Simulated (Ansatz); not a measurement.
`CCB(CC)CC` + `C=CCC` → `CCBCC` + `C=CC(C)CC`  (formal exchange of groups at a B–C bond)

Isolated molecules relaxed with PBE0-D4/def2-TZVP in Ansatz; ΔE leaves out vibrations. CCSD(T)/CBS is the MP2 limit (def2-TZVPP, def2-QZVPP) plus CCSD(T) − MP2 in def2-TZVPP, frozen cores. Functionals use def2-TZVPP. One conformer a species, not always the lowest.

```json
{"level": "PBE-D4", "ΔE (kJ/mol)": "34.2"}
{"level": "r2SCAN", "ΔE (kJ/mol)": "32.7"}
{"level": "PBE0", "ΔE (kJ/mol)": "31.1"}
{"level": "MP2/def2-TZVPP", "ΔE (kJ/mol)": "30.0"}
{"level": "SCS-MP2/def2-TZVPP", "ΔE (kJ/mol)": "28.2"}
{"level": "CCSD/def2-TZVPP", "ΔE (kJ/mol)": "30.2"}
{"level": "MP2/def2-QZVPP", "ΔE (kJ/mol)": "30.0"}
{"level": "SCS-MP2/def2-QZVPP", "ΔE (kJ/mol)": "28.2"}
```

(1) What does CCSD(T)/CBS give? (An estimate is asked.)

Largest T1 diagnostic among the species: 0.010.

## Answers

(1) Ansatz gave: +30.5 kJ/mol. The listed levels differ from it by 3.7, 2.2, 0.6, -0.5, -2.3, -0.3, -0.5, -2.3 kJ/mol.

The D4 term adds +3.0 kJ/mol with B3LYP and +2.0 kJ/mol with PBE0; it sums over pairs of atoms, weighted by their polarisabilities, and B3LYP, whose exchange is more repulsive, gets the larger term. In def2-TZVPP, CCSD(T) changes the Hartree–Fock value by +5.2 kJ/mol (the triples alone add +0.3 kJ/mol) and MP2 by +4.7 kJ/mol.

B3LYP here is the variant with VWN-RPA as its local correlation; programs differ in this.

CCSD(T)/CBS has its own doubt, a few kJ/mol and more with outer-core shells, so smaller differences from it don't rank the levels.
